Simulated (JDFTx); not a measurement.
# CdSe (Cadmoselite) (P6_3mc) in JDFTx: reference runs

Aim: a first look at CdSe (Cadmoselite) with PBEsol, on the cell as given.

All numbers are computed with JDFTx 1.7.0 (patched build); they aren't measurements. Logs are shortened: lines on timing, memory, paths and dates and some standing lists are left out, and cuts for length are marked. The log counts tension as positive stress, the text compression.

**Experimental background.**

From a printed reference work, data compilation, for a bulk crystal of CdSe at 2 K: band gap 1.841 eV.

The results are compared with them further down.

## Step 1: The structure

The structure is hexagonal, space group P6_3mc (No. 186). The conventional cell has a = 4.300 Å, b = 4.300 Å, c = 7.020 Å, α = 90.00°, β = 90.00°, γ = 120.00°. Cd (site symmetry 3m) has 4 Se at 2.61 to 2.70 Å as nearest neighbours. Se (site symmetry 3m) has 4 Cd at 2.61 to 2.70 Å as nearest neighbours.

## Step 2: Single point, PBEsol

The input, CdSe.in:

```
lattice \
    8.1258223359    -4.0629111679     0.0000000000 \
    0.0000000000     7.0371685696     0.0000000000 \
    0.0000000000     0.0000000000    13.2658773949
coords-type Lattice
ion Cd     0.6666666667     0.3333333333     0.5000000000 1
ion Cd     0.3333333333     0.6666666667     0.0000000000 1
ion Se     0.6666666667     0.3333333333     0.8850000000 1
ion Se     0.3333333333     0.6666666667     0.3850000000 1

ion-species pseudo/Cd.upf
ion-species pseudo/Se.upf
elec-cutoff 51 408
elec-ex-corr gga-PBEsol
kpoint-folding 7 7 4
elec-smearing Fermi 0.0018374661
elec-n-bands 46
electronic-SCF nIterations 100 energyDiffThreshold 1e-09
electronic-minimize nIterations 30 energyDiffThreshold 1e-7
converge-empty-states yes
forces-output-coords Cartesian

dump-name run.$VAR
dump End Ecomponents EigStats BandEigs Kpoints Forces Stress
```

Potentials or basis: PseudoDojo-SR-PBEsol-0.4.1-standard with smoothed tails.

Launch:

```bash
$ jdftx -c 1 -i CdSe.in -o CdSe.out
```

What it wrote:

```text
*************** JDFTx 1.7.0 (patched build) ***************

Input parsed successfully to the following command list (including defaults):
[... the input with its defaults ...]

---------- Setting up symmetries ----------

Found 24 point-group symmetries of the bravais lattice
Found 12 space-group symmetries with basis
Applied RMS atom displacement 4.69145e-10 bohrs to make symmetries exact.

---------- Initializing the Grid ----------
R =
[      8.12582     -4.06291            0  ]
[            0      7.03717            0  ]
[            0            0      13.2659  ]
unit cell volume = 758.58
G =
[   0.773237   0.446429         -0  ]
[          0   0.892857          0  ]
[          0         -0   0.473635  ]
Minimum fftbox size, Smin = [  76  76  124  ]
Chosen fftbox size, S = [  80  80  126  ]

---------- Initializing tighter grid for wavefunction operations ----------
R =
[      8.12582     -4.06291            0  ]
[            0      7.03717            0  ]
[            0            0      13.2659  ]
unit cell volume = 758.58
G =
[   0.773237   0.446429         -0  ]
[          0   0.892857          0  ]
[          0         -0   0.473635  ]
Minimum fftbox size, Smin = [  56  56  88  ]
Chosen fftbox size, S = [  56  56  90  ]

---------- Exchange Correlation functional ----------
Initalized PBEsol GGA exchange.
Initalized PBEsol GGA correlation.

---------- Setting up pseudopotentials ----------
Width of ionic core gaussian charges (only for fluid interactions / plotting) set to 0

Reading pseudopotential file 'pseudo/Cd.upf':
  'Cd' pseudopotential, 'PBESOL' functional
  Generated using ONCVPSP code by D. R. Hamann
  20 valence electrons, 4 orbitals, 6 projectors, 1001 radial grid points, with lMax = 2
    4S    l: 0   occupation:  2.0   eigenvalue: -3.888393
    4P    l: 1   occupation:  6.0   eigenvalue: -2.458287
    4D    l: 2   occupation: 10.0   eigenvalue: -0.431057
    5S    l: 0   occupation:  2.0   eigenvalue: -0.209481
  Core radius for overlap checks: 1.32 bohrs.

Reading pseudopotential file 'pseudo/Se.upf':
  'Se' pseudopotential, 'PBESOL' functional
  Generated using ONCVPSP code by D. R. Hamann
  16 valence electrons, 3 orbitals, 6 projectors, 1001 radial grid points, with lMax = 2
    3D    l: 2   occupation: 10.0   eigenvalue: -1.952113
    4S    l: 0   occupation:  2.0   eigenvalue: -0.635470
    4P    l: 1   occupation:  4.0   eigenvalue: -0.239251
  Core radius for overlap checks: 1.83 bohrs.

Initialized 2 species with 4 total atoms.

Folded 1 k-points by 7x7x4 to 196 k-points.

---------- Setting up k-points, bands, fillings ----------
Adding inversion symmetry to k-mesh for non-inversion-symmetric unit cell.
Reduced to 24 k-points under symmetry.
Computing the number of bands and number of electrons
Calculating initial fillings.
nElectrons:  72.000000   nBands: 46   nStates: 24

----- Setting up reduced wavefunction bases (one per k-point) -----
average nbasis = 13196.648 , ideal nbasis = 13196.249

---------- Setting up ewald sum ----------
Optimum gaussian width for ewald sums = 2.887800 bohr.
Real space sum over 1089 unit cells with max indices [  5  5  4  ]
Reciprocal space sum over 2873 terms with max indices [  6  6  8  ]

---------- Allocating electronic variables ----------
Initializing wave functions:  linear combination of atomic orbitals
Note: number of bands (46) exceeds available atomic orbitals (38)
Cd pseudo-atom occupations:   s ( 2 2 )  p ( 6 )  d ( 10 )
Se pseudo-atom occupations:   s ( 2 )  p ( 4 )  d ( 10 )
	FillingsUpdate:  mu: +0.348042060  nElectrons: 72.000000
LCAOMinimize: Iter:   0  F: -558.5711633617931966  |grad|_K:  1.698e-03  alpha:  1.000e+00
	FillingsUpdate:  mu: +0.317618458  nElectrons: 72.000000
LCAOMinimize: Iter:   1  F: -558.6178871078950579  |grad|_K:  2.916e-05  alpha:  6.249e-01  linmin:  8.243e-02  cgtest: -3.642e-01
	FillingsUpdate:  mu: +0.317442125  nElectrons: 72.000000
[... 5 lines of inner loops ...]
	FillingsUpdate:  mu: +0.317617164  nElectrons: 72.000000
LCAOMinimize: Iter:   5  F: -558.6179056490285575  |grad|_K:  1.237e-08  alpha:  6.514e-01  linmin: -1.377e-01  cgtest:  9.866e-01
LCAOMinimize: Encountered beta<0, resetting CG.
LCAOMinimize: Converged (|Delta F|<1.000000e-06 for 2 iters).

-------- Electronic minimization -----------
Will mix electronic density at each iteration.
	FillingsUpdate:  mu: +0.317617164  nElectrons: 72.000000
	FillingsUpdate:  mu: +0.309015877  nElectrons: 72.000000
SCF: Cycle:  0   F: -558.746575031229895   dF: -1.287e-01   |Residual|: 1.509e-01   |deigs|: 1.142e-01
	FillingsUpdate:  mu: +0.296207560  nElectrons: 72.000000
SCF: Cycle:  1   F: -558.789517605840388   dF: -4.294e-02   |Residual|: 5.199e-02   |deigs|: 3.261e-02
	FillingsUpdate:  mu: +0.291883809  nElectrons: 72.000000
SCF: Cycle:  2   F: -558.792942553611169   dF: -3.425e-03   |Residual|: 1.214e-02   |deigs|: 1.150e-02
	FillingsUpdate:  mu: +0.292103792  nElectrons: 72.000000
SCF: Cycle:  3   F: -558.792973004821874   dF: -3.045e-05   |Residual|: 4.286e-03   |deigs|: 6.521e-04
	FillingsUpdate:  mu: +0.292408349  nElectrons: 72.000000
SCF: Cycle:  4   F: -558.792981613884535   dF: -8.609e-06   |Residual|: 7.057e-04   |deigs|: 7.418e-04
	FillingsUpdate:  mu: +0.292456525  nElectrons: 72.000000
SCF: Cycle:  5   F: -558.792983022688759   dF: -1.409e-06   |Residual|: 4.490e-04   |deigs|: 5.748e-05
	FillingsUpdate:  mu: +0.292550160  nElectrons: 72.000000
SCF: Cycle:  6   F: -558.792983577239511   dF: -5.546e-07   |Residual|: 1.482e-04   |deigs|: 1.071e-04
	FillingsUpdate:  mu: +0.292539208  nElectrons: 72.000000
SCF: Cycle:  7   F: -558.792983758490095   dF: -1.813e-07   |Residual|: 5.915e-05   |deigs|: 3.109e-05
	FillingsUpdate:  mu: +0.292542087  nElectrons: 72.000000
SCF: Cycle:  8   F: -558.792983825222791   dF: -6.673e-08   |Residual|: 2.450e-05   |deigs|: 1.248e-05
	FillingsUpdate:  mu: +0.292544700  nElectrons: 72.000000
SCF: Cycle:  9   F: -558.792983850532210   dF: -2.531e-08   |Residual|: 1.275e-05   |deigs|: 9.480e-06
	FillingsUpdate:  mu: +0.292545066  nElectrons: 72.000000
SCF: Cycle: 10   F: -558.792983861493099   dF: -1.096e-08   |Residual|: 8.289e-06   |deigs|: 6.488e-06
	FillingsUpdate:  mu: +0.292545220  nElectrons: 72.000000
SCF: Cycle: 11   F: -558.792983866185409   dF: -4.692e-09   |Residual|: 5.721e-06   |deigs|: 5.082e-06
	FillingsUpdate:  mu: +0.292545188  nElectrons: 72.000000
SCF: Cycle: 12   F: -558.792983868320675   dF: -2.135e-09   |Residual|: 2.994e-06   |deigs|: 4.264e-06
	FillingsUpdate:  mu: +0.292545293  nElectrons: 72.000000
SCF: Cycle: 13   F: -558.792983869314639   dF: -9.940e-10   |Residual|: 1.895e-06   |deigs|: 3.622e-06
	FillingsUpdate:  mu: +0.292545297  nElectrons: 72.000000
SCF: Cycle: 14   F: -558.792983869779505   dF: -4.649e-10   |Residual|: 2.621e-06   |deigs|: 4.648e-06
SCF: Converged (|Delta E|<1.000000e-09 for 2 iters).

Setting wave functions to eigenvectors of Hamiltonian
Converging empty states (this may take a while): |deigs|: 2.268e-05

# Stress tensor in Cartesian coordinates [Eh/a0^3]:
[ -2.61824e-05            0            0  ]
[            0 -2.61824e-05            0  ]
[            0            0  3.62732e-05  ]

# Ionic positions in lattice coordinates:
ion Cd   0.666666666666667   0.333333333333333   0.500000000000000 1
ion Cd   0.333333333333333   0.666666666666667   0.000000000000000 1
ion Se   0.666666666666667   0.333333333333333   0.885000000000000 1
ion Se   0.333333333333333   0.666666666666667   0.385000000000000 1

# Forces in Cartesian coordinates:
force Cd   0.000000000000000   0.000000000000000   0.005182383087346 1
force Cd  -0.000000000000000   0.000000000000000   0.005182383087346 1
force Se  -0.000000000000000  -0.000000000000000  -0.005182472510515 1
force Se   0.000000000000000  -0.000000000000000  -0.005182472510515 1

# Energy components:
   Eewald =     -305.8647102211793936
       EH =      201.7099057562137716
     Eloc =     -575.0569519327858643
      Enl =      -96.9640095282433379
      Exc =      -96.0674805979898707
 Exc_core =       33.9241081756150962
       KE =      279.5261560919485646
-------------------------------------
     Etot =     -558.7929822564210554
       TS =        0.0000016133584363
-------------------------------------
        F =     -558.7929838697795049

IonicMinimize: Iter:   0  F: -558.792983869779505  |grad|_K:  2.992e-03
IonicMinimize: None of the convergence criteria satisfied after 0 iterations.

#--- Lowdin population analysis ---
# oxidation-state Cd +1.211 +1.211
# oxidation-state Se -1.018 -1.018

Dumping 'run.eigStats' ...
	eMin: -3.450922 at state 0 ( [ +0.000000 +0.000000 +0.000000 ] spin 0 )
	HOMO: +0.280701 at state 0 ( [ +0.000000 +0.000000 +0.000000 ] spin 0 )
	mu  : +0.292545
	LUMO: +0.301937 at state 0 ( [ +0.000000 +0.000000 +0.000000 ] spin 0 )
	eMax: +0.688934 at state 10 ( [ +0.000000 +0.428571 +0.250000 ] spin 0 )
	HOMO-LUMO gap: +0.021236
	Optical gap  : +0.021236 at state 0 ( [ +0.000000 +0.000000 +0.000000 ] spin 0 )
Done!
```

It took 11 min on 1 thread of Arm Neoverse V2, shared host; peak memory 0.69 GiB.

What came out:

* Free energy: -15205.5317 eV
* Pressure: 0.2 GPa
* Largest force: 0.266 eV/Å
* Band gap on the k mesh: 0.58 eV, direct
* Loewdin charges: Cd +1.21; Se -1.02 e

Forces in eV/Å, atoms in the order of the input:
```
Cd   0.000  0.000  0.266
Cd   0.000  0.000  0.266
Se   0.000  0.000 -0.266
Se   0.000  0.000 -0.266
```

Stress tensor (GPa, compression positive):
```
 0.77  0.00  0.00
 0.00  0.77  0.00
 0.00  0.00 -1.07
```

Levels at points of the mesh, in eV from the valence-band top:
| k point | band 33 | band 34 | band 35 | band 36 | band 37 | band 38 | band 39 | band 40 |
| --- | --- | --- | --- | --- | --- | --- | --- | --- |
| (0.00, 0.00, 0.00) | -0.73 | -0.01 | 0.00 | 0.00 | 0.58 | 2.02 | 5.81 | 5.81 |
| (0.00, 0.00, 0.50) | -0.38 | -0.38 | -0.38 | -0.38 | 2.24 | 2.24 | 5.72 | 5.72 |

Caveat: the atomic charges don't sum to the cell's charge.

## Step 3: Against experiment

Step 2. Against the measured gap of CdSe, 1.841 eV (2 K; a printed reference work, data compilation), the calculated 0.58 eV is off by -1.26 eV. So large a miss can be the level of theory's own, or it may mean another phase, state or a wrong row. Spin-orbit coupling on Cd, Se is left out. The value is that of PBEsol, without temperature or zero-point motion. Semilocal functionals fall short of measured gaps as a rule.
